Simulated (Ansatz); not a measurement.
# TiSi: the cost of one run

Computed with Ansatz 0.2.0 (DFT PBEsol, scalar-relativistic, plane waves, PAW, unless a step's input says otherwise).

3 further runs of the same task are left out: 3 set aside as unsound or not needed.

## Step 1: Starting point

Symmetry: Cmmm, No. 65, orthorhombic system. The conventional cell has a = 3.601 Å, b = 4.143 Å, c = 3.789 Å, α = 90.00°, β = 90.00°, γ = 90.00°. Around Ti (site symmetry mmm) lie 8 Si at 2.61 to 2.81 Å and 4 Ti at 2.74 Å. Si (site symmetry mmm) is surrounded by 8 Ti at 2.61 to 2.81 Å and 4 Si at 2.74 Å.

Structure file:

```cif
data_structure
_symmetry_space_group_name_H-M 'P 1'
_symmetry_Int_Tables_number 1
_cell_length_a 4.1429
_cell_length_b 3.6008
_cell_length_c 15.1571
_cell_angle_alpha 90.000
_cell_angle_beta 90.000
_cell_angle_gamma 90.000
_cell_volume 226.11
loop_
_atom_site_label
_atom_site_type_symbol
_atom_site_fract_x
_atom_site_fract_y
_atom_site_fract_z
_atom_site_occupancy
Ti1 Ti 0.94924 0.00000 0.25000 1
Ti2 Ti 0.94924 0.00000 0.75000 1
Ti3 Ti 0.44926 0.50000 0.25000 1
Ti4 Ti 0.44926 0.50000 0.75000 1
Ti5 Ti 0.44925 0.50000 0.00000 1
Ti6 Ti 0.44925 0.50000 0.50000 1
Ti7 Ti 0.94925 0.00000 0.00000 1
Ti8 Ti 0.94925 0.00000 0.50000 1
Si1 Si 0.44925 0.00000 0.37500 1
Si2 Si 0.44925 0.00000 0.87500 1
Si3 Si 0.44925 0.00000 0.12500 1
Si4 Si 0.44925 0.00000 0.62500 1
Si5 Si 0.94925 0.50000 0.12500 1
Si6 Si 0.94925 0.50000 0.62500 1
Si7 Si 0.94925 0.50000 0.37500 1
Si8 Si 0.94925 0.50000 0.87500 1
```

It is built from the cell relaxed beforehand with the same method (14.13 Å³/atom).

## Step 2: The undisturbed cell

input.yaml reads:

```yaml
crystal:
  lattice:
    - [0.0, 0.0, -4.142898218]
    - [-3.6007917025, 0.0, 0.0]
    - [0.0, 15.1571299768, 0.0]
  atoms:
    - { symbol: Ti, position: [0.9492425559, 0.0, 0.25] }
    - { symbol: Ti, position: [0.9492425559, 0.0, 0.75] }
    - { symbol: Ti, position: [0.4492565058, 0.5, 0.25] }
    - { symbol: Ti, position: [0.4492565058, 0.5, 0.75] }
    - { symbol: Ti, position: [0.4492534917, 0.5, 0.0] }
    - { symbol: Ti, position: [0.4492534917, 0.5, 0.5] }
    - { symbol: Ti, position: [0.9492471498, 0.0, 0.0] }
    - { symbol: Ti, position: [0.9492471498, 0.0, 0.5] }
    - { symbol: Si, position: [0.449251613, 0.0, 0.3749996865] }
    - { symbol: Si, position: [0.449251613, 0.0, 0.8749996865] }
    - { symbol: Si, position: [0.449251613, 0.0, 0.1250003135] }
    - { symbol: Si, position: [0.449251613, 0.0, 0.6250003135] }
    - { symbol: Si, position: [0.9492485354, 0.5, 0.1249998521] }
    - { symbol: Si, position: [0.9492485354, 0.5, 0.6249998521] }
    - { symbol: Si, position: [0.9492485354, 0.5, 0.3750001479] }
    - { symbol: Si, position: [0.9492485354, 0.5, 0.8750001479] }
basis:
  ecutwfc: 420
kpoints:
  mp_grid: { grid: [9, 11, 3] }
hamiltonian:
  xc: pbesol
scf:
  occupations: { method: gaussian, width: 0.15 }
output:
  forces: true
  stress: true
  eigenvalues: true
```

Run with:

```
$ ansatz run input.yaml --threads 2 --pin off --max-ram 5120MiB --backend cpu --events-out ev --progress --plain --runs-dir out
```

Q: Estimate wall time and peak memory on 2 threads of Intel Xeon 6975P-C (Granite Rapids), shared host.

About 16 s, with a peak of 1.1 GiB.
